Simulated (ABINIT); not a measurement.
# Ir (Fm-3m) in ABINIT: notebook, part 2 of 2

ABINIT 10.8.3 (patched build).

### Step 5. Band structure, TB-mBJ

Contents of run.abi:

```
# Datasets: ground state, then fixed potential
ndtset 2

# Pseudopotentials
pp_dirpath "./"
pseudos "Ir.LDA_PW-JTH.xml"

# Structure
acell 5.1193956283 5.1193956283 5.1193956283
rprim
     0.0000000000     0.7071067812     0.7071067812
     0.7071067812     0.0000000000     0.7071067812
     0.7071067812     0.7071067812     0.0000000000
ntypat 1
znucl 77
natom 1
typat 1
xred
     0.0000000000     0.0000000000     0.0000000000

# Plane-wave basis
ecut 544.227725 eV
pawecutdg 40.0

# Exchange and correlation
ixc -208012
usekden 1
pawxcdev 0

# Bands and occupations
occopt 3
tsmear 0.05 eV

# SCF cycle
nstep 100
diemix 0.3
optforces 0
optstress 0

# Output
iomode 3
prtwf 0
prteig 0
prtebands 0
enunit 1
prtden1 1
prtkden1 1

# Dataset 1
kptopt1 1
ngkpt1 12 12 12
nshiftk1 1
shiftk1 0.0 0.0 0.0
nband1 12
tolvrs1 1.0e-7

# Dataset 2: bands along G-X-W-K-G-L-U-W-L-K
iscf2 -2
getden2 1
getkden2 1
nband2 16
nbdbuf2 2
tolwfr2 1.0e-12
kptopt2 -9
ndivsm2 5
prteig2 1
prtvol2 -3
kptbounds2
     0.0000000000     0.0000000000     0.0000000000
     0.5000000000     0.0000000000     0.5000000000
     0.5000000000     0.2500000000     0.7500000000
     0.3750000000     0.3750000000     0.7500000000
     0.0000000000     0.0000000000     0.0000000000
     0.5000000000     0.5000000000     0.5000000000
     0.6250000000     0.2500000000     0.6250000000
     0.5000000000     0.2500000000     0.7500000000
     0.5000000000     0.5000000000     0.5000000000
     0.3750000000     0.3750000000     0.7500000000
```

Potentials or basis: JTH PAW LDA v2.0.

On the command line:

```bash
$ abinit run.abi > log 2>&1
```

run.abo:

```text
.Version 10.8.3 of ABINIT
 DATASET    1 : space group Fm -3 m (#225); Bravais cF (face-center cubic)
================================================================================
 Values of the parameters that define the memory need for DATASET  1.
     intxc =       0    ionmov =       0      iscf =       7    lmnmax =      18
     lnmax =       6     mgfft =      24  mpssoang =       3    mqgrid =    3001
     natom =       1  nloc_mem =       2    nspden =       1   nspinor =       1
    nsppol =       1      nsym =      48    n1xccc =       1    ntypat =       1
    occopt =       3   xclevel =       2
       mpw =         419          nfft =       13824          nkpt =          72
 PAW method is used; the additional fine FFT grid is defined by:
   mgfftf=        30    nfftf =     27000
================================================================================
================================================================================

 DATASET    2 : space group Fm -3 m (#225); Bravais cF (face-center cubic)
================================================================================
 Values of the parameters that define the memory need for DATASET  2.
     intxc =       0    ionmov =       0      iscf =      -2    lmnmax =      18
     lnmax =       6     mgfft =      24  mpssoang =       3    mqgrid =    3001
     natom =       1  nloc_mem =       2    nspden =       1   nspinor =       1
    nsppol =       1      nsym =      48    n1xccc =       1    ntypat =       1
    occopt =       3   xclevel =       2
       mpw =         420          nfft =       13824          nkpt =          87
 PAW method is used; the additional fine FFT grid is defined by:
   mgfftf=        30    nfftf =     27000
================================================================================
================================================================================

--------------------------------------------------------------------------------
------------- Echo of variables that govern the present computation ------------
[... 853 lines left out ...]
 Mean square residual over all n,k,spin=   45.765E-14; max=  99.968E-14
 reduced coordinates (array xred) for    1 atoms
       0.000000000000      0.000000000000      0.000000000000

 cartesian coordinates (angstrom) at end:
    1      0.00000000000000     0.00000000000000     0.00000000000000
 length scales=  5.119395628300  5.119395628300  5.119395628300 bohr
              =  2.709067498255  2.709067498255  2.709067498255 angstroms
 Eigenvalues (   eV  ) for nkpt=  87  k points:
 kpt#   1, nband= 16, wtk=  1.00000, kpt=  0.0000  0.0000  0.0000 (reduced coord)
 -33.28355  -33.28355  -33.28355    5.09564   12.04075   12.04075   12.04075   14.60630
  14.60630   30.83552   35.18658   36.46111   36.46111   36.46111   41.40956   50.35534
 kpt#   2, nband= 16, wtk=  1.00000, kpt=  0.0357  0.0000  0.0357 (reduced coord)
 -33.29403  -33.28743  -33.28743    5.17411   11.98236   12.08448   12.08448   14.54021
  14.62884   30.96697   35.18530   36.19029   36.49341   36.49341   41.93618   49.60384
 kpt#   3, nband= 16, wtk=  1.00000, kpt=  0.0714  0.0000  0.0714 (reduced coord)
 -33.32481  -33.29887  -33.29887    5.40654   11.81375   12.21520   12.21520   14.34905
  14.69572   31.35320   35.17805   35.63089   36.57468   36.57468   43.25720   48.11105
 kpt#   4, nband= 16, wtk=  1.00000, kpt=  0.1071  0.0000  0.1071 (reduced coord)
 -33.37400  -33.31726  -33.31726    5.78336   11.55265   12.43150   12.43150   14.05432
  14.80466   31.97153   35.03030   35.22794   36.65212   36.65212   45.02608   46.60773
 kpt#   5, nband= 16, wtk=  1.00000, kpt=  0.1429  0.0000  0.1429 (reduced coord)
 -33.43866  -33.34165  -33.34165    6.28597   11.22352   12.73080   12.73080   13.69291
  14.95185   32.78873   34.65057   35.20071   36.62098   36.62098   45.33889   45.33897
 kpt#   6, nband= 16, wtk=  1.00000, kpt=  0.1786  0.0000  0.1786 (reduced coord)
 -33.51499  -33.37077  -33.37077    6.88145   10.85275   13.10922   13.10922   13.32017
[... 230 lines left out ...]
 -34.00153  -33.60968  -33.45560    9.18495   10.89192   12.66574   13.17009   16.51003
  21.05627   23.04734   31.42396   34.51976   35.03846   35.20246   44.87627   45.39251
 kpt#  84, nband= 16, wtk=  1.00000, kpt=  0.4167  0.4167  0.6667 (reduced coord)
 -33.96403  -33.67836  -33.47493    9.36246   10.71948   12.39212   13.65977   16.44046
  21.73702   23.24762   30.38326   34.37127   35.15284   35.30230   44.75646   45.30997
 kpt#  85, nband= 16, wtk=  1.00000, kpt=  0.4028  0.4028  0.6944 (reduced coord)
 -33.92868  -33.73957  -33.49396    9.32294   10.54383   12.45610   14.16310   16.40158
  22.08232   23.78759   29.14076   33.60777   35.19026   36.14381   44.87936   45.29792
 kpt#  86, nband= 16, wtk=  1.00000, kpt=  0.3889  0.3889  0.7222 (reduced coord)
 -33.91060  -33.77462  -33.51131    9.16824   10.29203   12.79100   14.62046   16.42646
  22.34325   24.26612   28.07236   32.80895   35.19218   36.92632   45.25955   45.34403
 kpt#  87, nband= 16, wtk=  1.00000, kpt=  0.3750  0.3750  0.7500 (reduced coord)
 -33.92634  -33.76392  -33.52568    8.99731   10.01611   13.19490   14.95726   16.55184
  22.74901   24.01846   27.74767   32.05018   35.19264   37.49826   44.76247   45.43315

== END DATASET(S) ==============================================================
================================================================================

 -outvars: echo values of variables after computation  --------
            acell      5.1193956283E+00  5.1193956283E+00  5.1193956283E+00 Bohr
           etotal1    -6.4667306301E+01
            fcart1     9.9999999999E+99  9.9999999999E+99  9.9999999999E+99
            rprim      0.0000000000E+00  7.0710678120E-01  7.0710678120E-01
                       7.0710678120E-01  0.0000000000E+00  7.0710678120E-01
                       7.0710678120E-01  7.0710678120E-01  0.0000000000E+00
           strten1     9.9999999999E+99  9.9999999999E+99  9.9999999999E+99
                       9.9999999999E+99  9.9999999999E+99  9.9999999999E+99
 Calculation completed.
```

Run time: 2.9 min. Hardware: 1 thread of Arm Neoverse V1, shared host; peak memory 0.11 GiB.

What came out:

- Band gap on the k mesh: none (metal or under the smearing width)
- Valence electrons inside the program's atomic spheres: Ir 13.67 (radii [1.3286] Å)

Levels at the corners of the path, in eV from the Fermi level:
| point | band 5 | band 6 | band 7 | band 8 | band 9 | band 10 |
| --- | --- | --- | --- | --- | --- | --- |
| Γ | -3.88 | -3.88 | -3.88 | -1.31 | -1.31 | 14.92 |
| X | -7.32 | 0.74 | 1.49 | 1.49 | 2.25 | 10.87 |
| W | -4.77 | -4.77 | -1.83 | 1.50 | 8.62 | 9.56 |
| K | -5.90 | -2.72 | -0.96 | 0.63 | 6.83 | 8.10 |
| Γ | -3.88 | -3.88 | -3.88 | -1.31 | -1.31 | 14.92 |
| L | -4.03 | -4.03 | -0.22 | 0.86 | 0.86 | 7.57 |
| U | -5.90 | -2.72 | -0.96 | 0.63 | 6.83 | 8.10 |
| W | -4.77 | -4.77 | -1.83 | 1.50 | 8.62 | 9.56 |
| L | -4.03 | -4.03 | -0.22 | 0.86 | 0.86 | 7.57 |
| K | -5.90 | -2.72 | -0.96 | 0.63 | 6.83 | 8.10 |

Caveat: the constant c of TB-mBJ comes from the pseudo density here, which moves gaps by up to 0.3 eV between sets of potentials; the PAW data sets were made with another functional, which shifts forces and pressure a little; spin-orbit coupling is left out, which moves the levels of the heavy elements.

### Step 6. Band structure, r2SCAN

Edit run.abi of step 5 so:

```diff
@@ -5,6 +5,6 @@
 pp_dirpath "./"
-pseudos "Ir.LDA_PW-JTH.xml"
+pseudos "Ir.upf"
 
 # Structure
-acell 5.1193956283 5.1193956283 5.1193956283
+acell 2.7090675001 2.7090675001 2.7090675001 Angstrom
 rprim
@@ -21,9 +21,9 @@
 # Plane-wave basis
-ecut 544.227725 eV
-pawecutdg 40.0
+ecut 41.0
 
 # Exchange and correlation
-ixc -208012
+ixc -497498
 usekden 1
-pawxcdev 0
+nc_xccc_gspace 1
+boxcutmin 3.0
 
@@ -35,5 +35,2 @@
 nstep 100
-diemix 0.3
-optforces 0
-optstress 0
 
@@ -53,4 +50,4 @@
 shiftk1 0.0 0.0 0.0
-nband1 12
-tolvrs1 1.0e-7
+nband1 13
+tolvrs1 1.0e-9
 
@@ -60,3 +57,3 @@
 getkden2 1
-nband2 16
+nband2 17
 nbdbuf2 2
@@ -64,3 +61,3 @@
 kptopt2 -9
-ndivsm2 5
+ndivsm2 6
 prteig2 1
```

Potentials or basis: PseudoDojo NC SR PBE v0.4.1 standard.

On the command line:

```bash
$ abinit run.abi > log 2>&1
```

Run time: 11 min. Hardware: 1 thread of Arm Neoverse V1, shared host; peak memory 0.12 GiB.

The run converged. Its results:

* Free energy: -3177.2586 eV
* Pressure: 0.4 GPa
* Band gap on the k mesh: none (metal or under the smearing width)
* Valence electrons inside the program's atomic spheres: Ir 13.39 (radii [1.0584] Å)

Levels at the corners of the path, in eV from the Fermi level:
```
point  band 4  band 5  band 6  band 7  band 8  band 9  band 10  band 11  band 12  band 13
    Γ  -50.96  -11.71   -4.06   -4.06   -4.06   -1.30    -1.30    14.30    20.10    20.10
    X  -51.27   -8.27   -7.69    0.84    1.53    1.53     1.71    10.94    12.04    12.04
    W  -51.28   -6.53   -5.12   -5.12   -1.94    1.54     8.47     9.41     9.41    13.94
    K  -51.21   -7.27   -6.26   -3.05   -0.98    0.63     6.53     8.01    11.99    16.05
    Γ  -50.96  -11.71   -4.06   -4.06   -4.06   -1.30    -1.30    14.30    20.10    20.10
    L  -51.08   -8.52   -4.20   -4.20   -0.76    0.91     0.91     7.55    14.05    20.05
    U  -51.21   -7.27   -6.26   -3.05   -0.98    0.63     6.53     8.01    11.99    16.05
    W  -51.28   -6.53   -5.12   -5.12   -1.94    1.54     8.47     9.41     9.41    13.94
    L  -51.08   -8.52   -4.20   -4.20   -0.76    0.91     0.91     7.55    14.05    20.05
    K  -51.21   -7.27   -6.26   -3.05   -0.98    0.63     6.53     8.01    11.99    16.05
```

Caveat: a meta-GGA on potentials with a model core is unreliable; the potentials were made for another functional, which shifts forces and pressure; spin-orbit coupling is left out, which moves the levels of the heavy elements.

### Step 7. Overview

| task | level | potentials or basis | cutoff (eV) | fine-grid cutoff | dispersion computed by | gap on the mesh (eV) | pressure (GPa) |
| --- | --- | --- | --- | --- | --- | --- | --- |
| equation of state | LDA | JTH PAW LDA v2.0 | 626 | 1224.51 eV | - | - | - |
| band structure | PBEsol | JTH PAW PBE v2.0 | 463 | 925.187 eV | - | none | 0.0 |
| equation of state | RPBE+D3(BJ) | JTH PAW PBE v2.0 | 463 | 925.187 eV | simple-dftd3 1.7.0 | - | - |
| band structure | TB-mBJ | JTH PAW LDA v2.0 | 544 | 1088.46 eV | - | none | - |
| band structure | r2SCAN | PseudoDojo NC SR PBE v0.4.1 standard | 1116 | - | - | none | 0.4 |

Alike in all rows: no spin polarisation; cell as given; k mesh 12 × 12 × 12; smearing fermi-dirac 0.05 eV.

Caveats: the PAW data sets were made with another functional, which shifts forces and pressure a little (some runs); spin-orbit coupling is left out, which moves the levels of the heavy elements (some runs); pressures at fixed basis lie under the slope of the energies (some runs); the atomic spheres overlap (some runs); the constant c of TB-mBJ comes from the pseudo density here, which moves gaps by up to 0.3 eV between sets of potentials (some runs); a meta-GGA on potentials with a model core is unreliable (some runs).

Total energies depend on the potentials used, so only differences within one code and one set of settings carry meaning.
